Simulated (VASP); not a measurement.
Wanted: the native input for a VASP 6.6.1 run.

- Task: single point
- Functional: PBEsol
- Potentials or basis: VASP PAW PBE potentials, release 64 (Ba_sv)
- Cutoff: 520 eV
- k mesh: 10 × 10 × 10
- Occupations: fermi-dirac, width 0.1 eV
- Spin: no spin polarisation
- Dipole correction: no
- Further INCAR settings: ALGO = Normal; EDIFF = 1e-06; NBANDS = 11

The structure of Ba lies in POSCAR:

```
Ba
1.0
    0.0000000000      3.1611702882      3.1611702882
    3.1611702882      0.0000000000      3.1611702882
    3.1611702882      3.1611702882      0.0000000000
Ba
1
Direct
    0.0000000000      0.0000000000      0.0000000000
```

This isn't the form of Ba at room conditions, which is bcc.

One way to write it, as run:

INCAR

```
SYSTEM = Ba
ALGO     = Normal         ! electronic algorithm
EDIFF    = 1E-6           ! SCF threshold, eV
ENCUT    = 520            ! plane-wave cutoff, eV
GGA      = PS             ! functional
ISIF     = 2              ! what is computed and relaxed
ISMEAR   = -1             ! smearing method
LASPH    = .True.         ! aspherical terms in the spheres
LCHARG   = .False.        ! write CHGCAR
LREAL    = .False.        ! projectors in reciprocal space
LWAVE    = .False.        ! write WAVECAR
NBANDS   = 11             ! bands
NELM     = 60             ! most SCF steps
PREC     = Accurate       ! precision mode
SIGMA    = 0.1            ! smearing width, eV
```

KPOINTS

```
k-points
0
Gamma
  10 10 10
  0 0 0
```

Potentials or basis: VASP PAW PBE potentials, release 64 (Ba_sv).

Launch:

```sh
$ cat potpaw_PBE.64/Ba_sv/POTCAR > POTCAR
$ mpirun -np 1 vasp_std > vasp.out
```

It gave:

```json
{
  "Pressure": "-0.5 GPa",
  "Band gap on the k mesh": "none (metal or under the smearing width)"
}
```

Caveat: the PAW data sets were made with another functional, which shifts forces and pressure a little.

It took 45 s on 1 thread of AMD EPYC 7R43 64-Core Processor (Zen 3), on a shared host, peak memory 0.17 GiB.
